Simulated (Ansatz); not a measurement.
## A point defect in BP

The calculation used Ansatz 0.2.0, DFT PBE, scalar-relativistic, plane waves, PAW. Settings: 420 eV cutoff, 2×2×2 k-mesh, shifted by half a step, Gaussian smearing of 0.01 eV, collinear spin in charge 0 alone.

Host crystal, relaxed:

```cif
data_structure
_symmetry_space_group_name_H-M 'P 1'
_symmetry_Int_Tables_number 1
_cell_length_a 3.2161
_cell_length_b 3.2161
_cell_length_c 3.2161
_cell_angle_alpha 60.000
_cell_angle_beta 60.000
_cell_angle_gamma 60.000
_cell_volume 23.52
loop_
_atom_site_label
_atom_site_type_symbol
_atom_site_fract_x
_atom_site_fract_y
_atom_site_fract_z
_atom_site_occupancy
B1 B 0.00000 0.00000 0.00000 1
P1 P 0.25000 0.25000 0.25000 1
```

Supercell of 32 atoms, rows in host cell vectors: 1 1 -3; 1 1 1; 1 -3 1. Atoms relax at the host's cell from a start displaced at random by 0.06 Å near the defect, so other minima may exist. The cell is small, so energies carry finite-size errors of tenths of an eV. The host's Kohn–Sham gap is 1.25 eV. Atoms are taken from and returned to the elements' standard states. Charged cells are corrected for image charges with the computed static dielectric tensor (mean 9.3) and aligned with the host's potential at far atoms (alignment terms reach 0.18 eV; the program doubts the alignment in some charges, where it is up to 0.18 eV). No band-filling term is added, and the Fermi level counts from the host's valence band top.

The defect is an interstitial at (0.500, 0.500, 0.500) of the host cell.

```json
{"charge": "+1", "E_f at the valence band top (eV)": "2.02", "over the neutral state (eV)": "-0.76", "moment (μB)": "0.00", "largest move (Å)": "1.38", "atoms near the site": "1 B at 1.28 Å, 1 P at 1.50 Å"}
{"charge": "0", "E_f at the valence band top (eV)": "2.78", "over the neutral state (eV)": "0.00", "moment (μB)": "1.00", "largest move (Å)": "0.02", "atoms near the site": "4 P at 1.97 Å, 5 B at 2.29 Å, 1 B at 2.30 Å"}
{"charge": "-1", "E_f at the valence band top (eV)": "3.19", "over the neutral state (eV)": "0.41", "moment (μB)": "0.00", "largest move (Å)": "0.04", "atoms near the site": "4 P at 1.93 Å, 6 B at 2.31 Å"}
```

Among the charges computed the stable one is +1 at the valence band top, changing to -1 at 0.58 eV. Other sites of the defect weren't tried.

Task: Which element is it? Judge by the nearest distance in charge 0 and covalent radii.
A. H
B. Na
C. Ba
D. Y
E. Sr

Result: A. The nearest neighbour is P at 1.97 Å, and the summed covalent radii with P are 3.22 Å for Ba, 1.38 Å for H, 2.73 Å for Na, 3.02 Å for Sr, 2.97 Å for Y, so H fits best. Bonds can miss such sums by a tenth of an ångström or more.